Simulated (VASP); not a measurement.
A run of VASP 6.6.1 is set up as follows.

File INCAR:

```
PREC = Accurate
ENCUT = 520
EDIFF = 1E-6
ISMEAR = -1
SIGMA = 0.1
LREAL = False
LASPH = True
NELM = 60
ALGO = Fast
ISIF = 2
LWAVE = False
LCHARG = True
GGA = PE
LELF = True
LVHAR = True
NBANDS = 10
```

Contents of KPOINTS:

```
regular mesh
0
Gamma
  8 8 8
```

File POSCAR:

```
K
1.0
    0.0000000000      2.5240000000      2.5240000000
    2.5240000000      0.0000000000      2.5240000000
    2.5240000000      2.5240000000      0.0000000000
K
1
Direct
    0.0000000000      0.0000000000      0.0000000000
```

Potentials or basis: VASP PAW PBE potentials, release 64 (K_sv).

The run is started by

```sh
$ cat potpaw_PBE.64/K_sv/POTCAR > POTCAR
$ mpirun -np 1 vasp_std > vasp.out
```

Problem. Estimate the band gap on the k mesh.

Solution. None (metal or under the smearing width).

Problem. Estimate the pressure.

Solution. 13.1 GPa.
